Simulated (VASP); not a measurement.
# PbSe (Clausthalite) (Fm-3m) in VASP: a series of runs, part 2 of 3

VASP 6.6.1. Earlier steps stand in the parts before.

## Step 4: Band structure, PBEsol, non-collinear spin, zero start, spin-orbit coupling

Contents of INCAR:

```
SYSTEM = PbSe
ALGO = Fast
EDIFF = 1E-7
ENCUT = 520
GGA = PS
GGA_COMPAT = .FALSE.
ISIF = 2
ISMEAR = 0
LASPH = .TRUE.
LCHARG = .FALSE.
LORBIT = 11
LREAL = .FALSE.
LSORBIT = .TRUE.
LWAVE = .FALSE.
MAGMOM = 0 0 0 0 0 0
NBANDS = 32
NELM = 80
PREC = Accurate
SIGMA = 0.02
```

Contents of KPOINTS:

```
k-points
0
G
  8 8 8
  0 0 0
```

Contents of POSCAR:

```
PbSe
1.0
    0.0000000000      3.0621500000      3.0621500000
    3.0621500000      0.0000000000      3.0621500000
    3.0621500000      3.0621500000      0.0000000000
Pb Se
1 1
Direct
    0.0000000000      0.0000000000      0.0000000000
    0.5000000000      0.5000000000      0.5000000000
```

Contents of KPOINTS_OPT:

```
path GXWKGLUWLK,UX
20
line-mode
reciprocal
 0.0000000000  0.0000000000  0.0000000000  G
 0.5000000000  0.0000000000  0.5000000000  X

 0.5000000000  0.0000000000  0.5000000000  X
 0.5000000000  0.2500000000  0.7500000000  W

 0.5000000000  0.2500000000  0.7500000000  W
 0.3750000000  0.3750000000  0.7500000000  K

 0.3750000000  0.3750000000  0.7500000000  K
 0.0000000000  0.0000000000  0.0000000000  G

 0.0000000000  0.0000000000  0.0000000000  G
 0.5000000000  0.5000000000  0.5000000000  L

 0.5000000000  0.5000000000  0.5000000000  L
 0.6250000000  0.2500000000  0.6250000000  U

 0.6250000000  0.2500000000  0.6250000000  U
 0.5000000000  0.2500000000  0.7500000000  W

 0.5000000000  0.2500000000  0.7500000000  W
 0.5000000000  0.5000000000  0.5000000000  L

 0.5000000000  0.5000000000  0.5000000000  L
 0.3750000000  0.3750000000  0.7500000000  K

 0.6250000000  0.2500000000  0.6250000000  U
 0.5000000000  0.0000000000  0.5000000000  X
```

Potentials or basis: VASP PAW PBE potentials, release 64 (Pb_d, Se).

Command:

```bash
> cat potpaw_PBE.64/Pb_d/POTCAR potpaw_PBE.64/Se/POTCAR > POTCAR
> mpirun -np 1 vasp_ncl > vasp.out
```

OUTCAR:

```text
SYSTEM = PbSe
   EDIFF = 1E-7
   ENCUT = 520
   GGA = PS
   ISIF = 2
   ISMEAR = 0
   LASPH = .TRUE.
   LORBIT = 11
   LREAL = .FALSE.
   LSORBIT = .TRUE.
   NELM = 80
   PREC = Accurate

 ion  position               nearest neighbor table
   1  0.000  0.000  0.000-   2 3.06   2 3.06   2 3.06   2 3.06   2 3.06   2 3.06
   2  0.500  0.500  0.500-   1 3.06   1 3.06   1 3.06   1 3.06   1 3.06   1 3.06

  LATTYP: Found a face centered cubic cell.
 ALAT       =     6.1243000000

  Lattice vectors:

 A1 = (   0.0000000000,   3.0621500000,   3.0621500000)
 A2 = (   3.0621500000,   0.0000000000,   3.0621500000)
 A3 = (   3.0621500000,   3.0621500000,   0.0000000000)

Analysis of symmetry for initial positions (statically):
=====================================================================
 Subroutine PRICEL returns:
 Original cell was already a primitive cell.

 Routine SETGRP: Setting up the symmetry group for a
 face centered cubic supercell.

 Subroutine GETGRP returns: Found 48 space group operations
 (whereof 48 operations were pure point group operations)
 out of a pool of 48 trial point group operations.

The static configuration has the point symmetry O_h .

Analysis of symmetry for dynamics (positions and initial velocities):
[... 1076 lines left out ...]
     0.0000000     0.0000000     0.0000000     0.0000000     0.0000000     0.0000000     0.0000000
     0.0000000     0.0000000     0.0000000     0.0000000     0.0000000     0.0000000     0.0000000
     0.0000000     0.0000000     0.0000000     0.0000000     0.0000000     0.0000000     0.0000000
     0.0000000     0.0000000     0.0000000     0.0000000     0.0000000     0.0000000     0.0000000

 Ion:    2  E_soc:     -0.0493440
 l=   1
     0.0000000    -0.0082414    -0.0082414
    -0.0082414     0.0000000    -0.0082414
    -0.0082414    -0.0082414     0.0000000
 l=   2
     0.0000000    -0.0000023     0.0000000    -0.0000023     0.0000197
    -0.0000023     0.0000000     0.0000148    -0.0000023     0.0000049
     0.0000000     0.0000148     0.0000000     0.0000148     0.0000000
    -0.0000023    -0.0000023     0.0000148     0.0000000     0.0000049
     0.0000197     0.0000049     0.0000000     0.0000049     0.0000000
 l=   3
     0.0000000     0.0000000     0.0000000     0.0000000     0.0000000     0.0000000     0.0000000
     0.0000000     0.0000000     0.0000000     0.0000000     0.0000000     0.0000000     0.0000000
     0.0000000     0.0000000     0.0000000     0.0000000     0.0000000     0.0000000     0.0000000
     0.0000000     0.0000000     0.0000000     0.0000000     0.0000000     0.0000000     0.0000000
     0.0000000     0.0000000     0.0000000     0.0000000     0.0000000     0.0000000     0.0000000
     0.0000000     0.0000000     0.0000000     0.0000000     0.0000000     0.0000000     0.0000000
     0.0000000     0.0000000     0.0000000     0.0000000     0.0000000     0.0000000     0.0000000

 total charge

# of ion       s       p       d       tot
------------------------------------------
    1        1.451   0.567   9.839  11.857
    2        1.474   2.297   0.018   3.789
--------------------------------------------------
tot          2.924   2.864   9.857  15.646

 magnetization (x)

# of ion       s       p       d       tot
------------------------------------------
    1        0.000   0.000  -0.000   0.000
    2       -0.000   0.000   0.000  -0.000
--------------------------------------------------
tot          0.000   0.000  -0.000   0.000

 magnetization (y)

# of ion       s       p       d       tot
------------------------------------------
    1       -0.000   0.000  -0.000  -0.000
    2       -0.000  -0.000   0.000  -0.000
--------------------------------------------------
tot         -0.000   0.000  -0.000  -0.000

 magnetization (z)

# of ion       s       p       d       tot
------------------------------------------
    1        0.000   0.000   0.000   0.000
    2        0.000  -0.000   0.000  -0.000
--------------------------------------------------
tot          0.000   0.000   0.000   0.000
```

stdout:

```text
POSCAR found type information on POSCAR PbSe
 POSCAR found :  2 types and       2 ions
 scaLAPACK will be used
 -----------------------------------------------------------------------------
|                                                                             |
|                                                                             |
|     You enforced a specific xc type in the INCAR file but a different       |
|     I HOPE YOU KNOW WHAT YOU ARE DOING!                                     |
|                                                                             |
 -----------------------------------------------------------------------------

 LDA part: xc-table for (Slater+PW92), standard interpolation
 POSCAR, INCAR and KPOINTS ok, starting setup
 FFT: planning ... GRIDC
 FFT: planning ... GRID_SOFT
 FFT: planning ... GRID
 WAVECAR not read
 entering main loop
 Start KPOINTS_OPT (optional k-point list driver)
k-point batch [1-29\200]
k-point batch [30-58\200]
k-point batch [59-87\200]
k-point batch [88-116\200]
k-point batch [117-145\200]
k-point batch [146-174\200]
k-point batch [175-200\200]
```

It took 10 min on 1 thread of Intel Xeon Platinum 8259CL at 2.50GHz (Skylake/Cascade Lake), shared host; peak memory 0.36 GiB.

Results:

| Quantity | Value |
| --- | --- |
| Free energy | -9.3456 eV |
| Pressure | -0.9 GPa |
| Net moment | 0.00 μB per cell |
| Valence electrons inside the program's atomic spheres | Pb 11.86; Se 3.79 |

Moments on the atoms (μB; x, y, z):
```
Pb  0.00 0.00 0.00
Se  0.00 0.00 0.00
```

Caveat: the PAW data sets were made with another functional, which shifts forces and pressure a little.

## Step 5: Phonons, LDA

POSCAR is that of step 4.

Contents of INCAR.step1:

```
SYSTEM = PbSe
ALGO = Normal ; EDIFF = 1E-8
EDIFFG = -0.002 ; ENCUT = 520
GGA = CA ; IBRION = 2
ISIF = 3 ; ISMEAR = 0
LASPH = .True. ; LCHARG = .False.
LREAL = .False. ; LWAVE = .False.
NELM = 100 ; NSW = 40
PREC = Accurate ; SIGMA = 0.02
```

Contents of INCAR.step2:

```
SYSTEM = PbSe
ALGO = Normal ; EDIFF = 1E-8
ENCUT = 520 ; GGA = CA
IBRION = 6 ; ISIF = 2
ISMEAR = 0 ; LASPH = .True.
LCHARG = .False. ; LREAL = .False.
LWAVE = .False. ; NELM = 100
NFREE = 2 ; NSW = 1
POTIM = 0.015 ; PREC = Accurate
SIGMA = 0.02
```

Contents of KPOINTS:

```
k-points
0
Gamma
  8 8 8
  0 0 0
```

Potentials or basis: VASP PAW LDA potentials, release 64 (Pb_d, Se).

Command:

```bash
> cat potpaw_LDA.64/Pb_d/POTCAR potpaw_LDA.64/Se/POTCAR > POTCAR
> cp INCAR.step1 INCAR
> mpirun -np 1 vasp_std > vasp.out
> cp CONTCAR POSCAR
> cp INCAR.step2 INCAR
> mpirun -np 1 vasp_std > vasp.out
```

OUTCAR:

```text
SYSTEM = PbSe
   EDIFF = 1E-8
   ENCUT = 520
   GGA = CA
   IBRION = 6
   ISIF = 2
   ISMEAR = 0
   LASPH = .True.
   LREAL = .False.
   NELM = 100
   NFREE = 2
   NSW = 1
   POTIM = 0.015
   PREC = Accurate

 ion  position               nearest neighbor table
   1  0.000  0.000  0.000-   2 3.02   2 3.02   2 3.02   2 3.02   2 3.02   2 3.02
   2  0.500  0.500  0.500-   1 3.02   1 3.02   1 3.02   1 3.02   1 3.02   1 3.02

  LATTYP: Found a face centered cubic cell.
 ALAT       =     6.0453937852

  Lattice vectors:

 A1 = (   0.0000000000,   3.0226968926,   3.0226968926)
 A2 = (   3.0226968926,   0.0000000000,   3.0226968926)
 A3 = (   3.0226968926,   3.0226968926,   0.0000000000)

Analysis of symmetry for initial positions (statically):
=====================================================================
 Subroutine PRICEL returns:
 Original cell was already a primitive cell.

 Routine SETGRP: Setting up the symmetry group for a
 face centered cubic supercell.

 Subroutine GETGRP returns: Found 48 space group operations
 (whereof 48 operations were pure point group operations)
 out of a pool of 48 trial point group operations.

The static configuration has the point symmetry O_h .

Analysis of symmetry for dynamics (positions and initial velocities):
=====================================================================
 Subroutine PRICEL returns:
 Original cell was already a primitive cell.

 Routine SETGRP: Setting up the symmetry group for a
 face centered cubic supercell.

 Subroutine GETGRP returns: Found 48 space group operations
 (whereof 48 operations were pure point group operations)
 out of a pool of 48 trial point group operations.

The dynamic configuration has the point symmetry O_h .

 Subroutine INISYM returns: Found 48 space group operations
 (whereof 48 operations are pure point group operations),
 and found     1 'primitive' translations

----------------------------------------------------------------------------------------

                                     Primitive cell

  volume of cell :      55.2349

  direct lattice vectors                    reciprocal lattice vectors
     0.000000000  3.022696893  3.022696893    -0.165415196  0.165415196  0.165415196
     3.022696893  0.000000000  3.022696893     0.165415196 -0.165415196  0.165415196
     3.022696893  3.022696893  0.000000000     0.165415196  0.165415196 -0.165415196

  length of vectors
     4.274738940  4.274738940  4.274738940     0.286507524  0.286507524  0.286507524

  position of ions in fractional coordinates (direct lattice)
     0.000000000  0.000000000  0.000000000
     0.500000000  0.500000000  0.500000000

  ion indices of the primitive-cell ions
   primitive index   ion index
                 1           1
                 2           2

----------------------------------------------------------------------------------------

 KPOINTS: k-points

Automatic generation of k-mesh.
 Grid dimensions read from file:
[... 111 lines left out ...]
  ext. energy  EPLUGINS =         0.00000000
  ---------------------------------------------------
  free energy    TOTEN  =        -9.45828097 eV

  energy without entropy =       -9.45819325  energy(sigma->0) =       -9.45823711

------------------------ aborting loop because EDIFF is reached ----------------------------------------

  FORCE on cell =-STRESS in cart. coord.  units (eV):
  Direction    XX          YY          ZZ          XY          YZ          ZX
  --------------------------------------------------------------------------------------
  -------------------------------------------------------------------------------------
  Total       -0.0026359     -0.0026359     -0.0026359      0.0000000      0.0000000      0.0000000
  in kB       -0.0764573     -0.0764573     -0.0764573      0.0000000      0.0000000      0.0000000
  external PRESSURE =      -0.0764573 kB  Pullay stress =       0.0000000 kB
[... 131 lines left out ...]
--------------------------------------- Ionic step        5  -------------------------------------------

 number of electron      20.0000005 magnetization

 Free energy of the ion-electron system (eV)
  ---------------------------------------------------
  ext. energy  EPLUGINS =         0.00000000
  ---------------------------------------------------
  free energy    TOTEN  =        -9.45834086 eV

  energy without entropy =       -9.45831415  energy(sigma->0) =       -9.45832751

 E-fermi :   5.4401     XC(G=0): -10.0146

 val. band max:        5.4126697746   @ k =   0.5000   0.0000   0.0000
 cond. band min:       5.4676233385   @ k =   0.5000   0.0000   0.0000
 fundamental gap:      0.0549535639
 Fermi energy:         5.4401465560

 k-point     1 :       0.0000    0.0000    0.0000
  band No.  band energies     occupation
      1     -11.4629      2.00000
      2     -11.4628      2.00000
      3     -11.4587      2.00000
      4     -11.4587      2.00000
      5     -11.4587      2.00000
      6      -8.5530      2.00000
      7      -0.9341      2.00000
      8       3.3458      2.00000
      9       3.3463      2.00000
     10       3.3463      2.00000
     11      10.0691      0.00000
     12      10.0691      0.00000
     13      10.0712      0.00000
     14      11.7841      0.00000
[... 377 lines left out ...]
      1     -11.5339      2.00000
      2     -11.4771      2.00000
      3     -11.4471      2.00000
      4     -11.4347      2.00000
      5     -11.4167      2.00000
      6      -7.1617      2.00000
      7      -3.3412      2.00000
      8       1.8850      2.00000
      9       2.2958      2.00000
     10       4.5084      2.00000
     11       6.6086      0.00000
     12       8.7535      0.00000
     13       9.4851      0.00000
     14      12.9112      0.00000

 [... further k-points ...]

------------------------ aborting loop because EDIFF is reached ----------------------------------------

  FORCE on cell =-STRESS in cart. coord.  units (eV):
  Direction    XX          YY          ZZ          XY          YZ          ZX
  --------------------------------------------------------------------------------------
  -------------------------------------------------------------------------------------
  Total       -0.0031305     -0.0078350     -0.0078350      0.0000000     -0.0000000      0.0000000
  in kB       -0.0908043     -0.2272680     -0.2272680      0.0000000     -0.0000000      0.0000000
  external PRESSURE =      -0.1817801 kB  Pullay stress =       0.0000000 kB
[... 17 lines left out ...]
  FREE ENERGIE OF THE ION-ELECTRON SYSTEM (eV)
  ---------------------------------------------------
  free  energy   TOTEN  =        -9.4583408585 eV

  energy  without entropy=       -9.4583141547  energy(sigma->0) =       -9.45832751

 INTERNAL STRAIN TENSORS FROM DISPLACED ATOMS
 ============================================

 INTERNAL STRAIN TENSOR FOR ION    1 for displacements in x,y,z  (eV/Angst):
          X           Y           Z          XY          YZ          ZX
  --------------------------------------------------------------------------------
  x     0.00000     0.00000     0.00000     0.00000     0.00000     0.00000
  y     0.00000     0.00000     0.00000     0.00000     0.00000     0.00000
  z     0.00000     0.00000     0.00000     0.00000     0.00000     0.00000

 INTERNAL STRAIN TENSOR FOR ION    2 for displacements in x,y,z  (eV/Angst):
          X           Y           Z          XY          YZ          ZX
  --------------------------------------------------------------------------------
  x     0.00000     0.00000     0.00000     0.00000     0.00000     0.00000
  y     0.00000     0.00000     0.00000     0.00000     0.00000     0.00000
  z     0.00000     0.00000     0.00000     0.00000     0.00000     0.00000

 Eigenvectors and eigenvalues of the dynamical matrix
 ----------------------------------------------------

   1 f  =    0.010977 THz     0.068970 2PiTHz    0.366150 cm-1     0.045397 meV
             X         Y         Z           dx          dy          dz
      0.000000  0.000000  0.000000    -0.068945   -0.198407   -0.829302
      3.022697  3.022697  3.022697    -0.041732   -0.120095   -0.501971
[... 21 lines left out ...]
   6 f/i=    1.254003 THz     7.879135 2PiTHz   41.829047 cm-1     5.186138 meV
             X         Y         Z           dx          dy          dz
      0.000000  0.000000  0.000000    -0.020118    0.379037    0.352229
      3.022697  3.022697  3.022697     0.033236   -0.626204   -0.581914

 ELASTIC MODULI CONTR FROM IONIC RELAXATION (kBar)
 Direction    XX          YY          ZZ          XY          YZ          ZX
 --------------------------------------------------------------------------------
 XX           0.0000      0.0000      0.0000      0.0000      0.0000      0.0000
 YY           0.0000      0.0000      0.0000      0.0000      0.0000      0.0000
 ZZ           0.0000      0.0000      0.0000      0.0000      0.0000      0.0000
 XY           0.0000      0.0000      0.0000      0.0000      0.0000      0.0000
 YZ           0.0000      0.0000      0.0000      0.0000      0.0000      0.0000
 ZX           0.0000      0.0000      0.0000      0.0000      0.0000      0.0000
 --------------------------------------------------------------------------------
```

It took 77 s on 1 thread of Intel Xeon 6975P-C (Granite Rapids), shared host; peak memory 0.21 GiB.

What came out:

* Relaxed volume: 27.62 Å³/atom
* Relaxed cell: a = 4.275 Å, b = 4.275 Å, c = 4.275 Å, α = 60.00°, β = 60.00°, γ = 60.00°
* Space group after relaxing (to 0.05 Å): Fm-3m (No. 225)
* Highest phonon frequency at Γ, LO-TO splitting left out: 0 cm⁻¹
* Most unstable mode: 42i cm⁻¹

Step by step:
```csv
step,energy change (eV),largest force (eV/Å),pressure (GPa),volume (Å³)
1,0.0000,0.0000,-2.08,57.43
2,-0.0125,0.0000,0.82,54.39
3,-0.0146,0.0000,0.02,55.20
4,-0.0146,0.0000,-0.02,55.25
5,-0.0146,0.0000,-0.02,55.25
6,-0.0146,0.0000,-0.02,55.25
7,-0.0146,0.0000,-0.02,55.25
8,-0.0146,0.0000,-0.02,55.25
9,-0.0146,0.0000,-0.02,55.25
10,-0.0146,0.0000,-0.02,55.25
11,-0.0146,0.0000,-0.02,55.25
12,-0.0146,0.0000,-0.02,55.25
13,-0.0146,0.0000,-0.02,55.25
14,-0.0146,0.0000,-0.02,55.25
15,-0.0146,0.0000,-0.02,55.24
16,-0.0146,0.0000,-0.01,55.24
17,-0.0146,0.0000,-0.01,55.23
```

Final structure:
```
Pb Se
1.0
     0.00000    3.02270    3.02270
     3.02270    0.00000    3.02270
     3.02270    3.02270    0.00000
Pb Se
1 1
Direct
  0.00000 0.00000 0.00000
  0.50000 0.50000 0.50000
```

Phonon frequencies in cm⁻¹ (negative: imaginary):
```csv
q point,frequencies
"(0.000, 0.000, 0.000)",-42 -42 -42 0 0 0
```

Caveat: some modes are imaginary.

[end of part 2 of 3]
